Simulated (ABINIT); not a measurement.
Crystal: Be.

```xyz
2
Lattice="2.2853 0.0000 0.0000 -1.1426 1.9791 0.0000 0.0000 0.0000 3.5842" Properties=species:S:1:pos:R:3 pbc="T T T"
Be    1.1427    0.6597    2.6882
Be    0.0000    1.3194    0.8961
```

Base run:

| Item | Value |
| --- | --- |
| Program | ABINIT 10.8.3 (patched build) |
| Functional | WC |
| Potentials or basis | JTH PAW PBE v2.0 |
| Cutoff | 626 eV |
| k mesh | 13 × 13 × 8 |
| Occupations | fermi-dirac, width 0.05 eV |
| Spin | no spin polarisation |

Its results: band gap on the k mesh none (metal or under the smearing width); pressure -4.0 GPa.

After a change of settings the same cell gave: band gap on the k mesh none (metal or under the smearing width); pressure -2.8 GPa. Which change was it?
A. functional from WC to RPBE
B. functional from WC to PBEsol
C. functional from WC to LDA
D. functional from WC to BLYP

D.

BLYP binds less tightly than WC, so the same cell stands under more pressure.

Caveats: the PAW data sets were made with another functional, which shifts forces and pressure a little.

Runs at the PBE level aren't shown here.
